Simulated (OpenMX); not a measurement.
Crystal: V.

```
CELL_PARAMETERS angstrom
-1.51435 1.51435 1.51435
1.51435 -1.51435 1.51435
1.51435 1.51435 -1.51435
ATOMIC_POSITIONS crystal
V 0.00000 0.00000 0.00000
```

| Quantity | Value |
| --- | --- |
| Program | OpenMX 3.8.5 |
| Task | single point |
| Functional | PBE |
| Potentials or basis | OpenMX 2013 PBE set, V6.0-s3p2d2, grid cutoff 400 Ry |
| k mesh | 13 × 13 × 13 |
| Occupations | fermi-dirac, width 0.05 eV |
| Spin | collinear spin, ferromagnetic start |
| Starting moments | [2.0] μB |

On this cell: pressure -4.7 GPa; net moment 0.00 μB per cell; band gap on the k mesh none (metal or under the smearing width).

The same run follows on a disturbed copy (cell strained at random at fixed volume):

```
V
1.0
    -1.51699    1.52013    1.57756
     1.49873   -1.47807    1.51724
     1.50658    1.46766   -1.53549
V
1
Cartesian
  -0.0105 0.0071 0.0249
```

**Question.** What does the disturbed cell give?

**Answer.** The energy (extrapolated to zero smearing) moves by +5.2 meV/atom; pressure -4.7 GPa; net moment 0.00 μB per cell; band gap on the k mesh none (metal or under the smearing width).

Caveats: the basis of atomic orbitals isn't converged, which shifts pressures, moduli and gaps.
